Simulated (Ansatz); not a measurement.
# Fitting the PBEsol energy curve of KZnF3

```cif
data_structure
_symmetry_space_group_name_H-M 'Pm-3m'
_symmetry_Int_Tables_number 221
_cell_length_a 4.0500
_cell_length_b 4.0500
_cell_length_c 4.0500
_cell_angle_alpha 90.000
_cell_angle_beta 90.000
_cell_angle_gamma 90.000
_cell_volume 66.43
loop_
_atom_site_label
_atom_site_type_symbol
_atom_site_symmetry_multiplicity
_atom_site_Wyckoff_symbol
_atom_site_fract_x
_atom_site_fract_y
_atom_site_fract_z
_atom_site_occupancy
Zn1 Zn 1 b 0.50000 0.50000 0.50000 1
K1 K 1 a 0.00000 0.00000 0.00000 1
F1 F 3 c 0.50000 0.00000 0.50000 1
```

The cell was scaled at fixed shape and fractions and run with Ansatz, all-electron LAPW, scalar-relativistic; PBEsol, k mesh 7 × 7 × 7 on the cell of 5 atoms, fermi-dirac occupations of 0.05 eV, no spin polarisation, no spin-orbit coupling. Energies are those that the program minimises, any entropy of the smearing included.

```tsv
V (Å³/atom)	energy over the lowest row (meV/atom)
12.4889	13.788
12.7546	5.977
13.0203	1.498
13.2860	0.000
13.5517	1.158
13.8175	?
14.0832	10.330
```

Fit the third-order Birch-Murnaghan form, give V0, B0 and B′, and predict the energy left open.

With y = (V0/V)^(2/3), E = E0 + (9 V0 B0/16) [(y - 1)³ B′ + (y - 1)² (6 - 4y)]. Least squares through the rows shown give V0 = 13.2981 Å³/atom, E0 = -0.002 meV, B0 = 79.65 GPa (1 eV/Å³ = 160.218 GPa) and B′ = 4.70, with a largest miss of 0.002 meV. At V = 13.8175 the form with these constants gives 4.687 meV; the run gave 4.687 meV an atom.
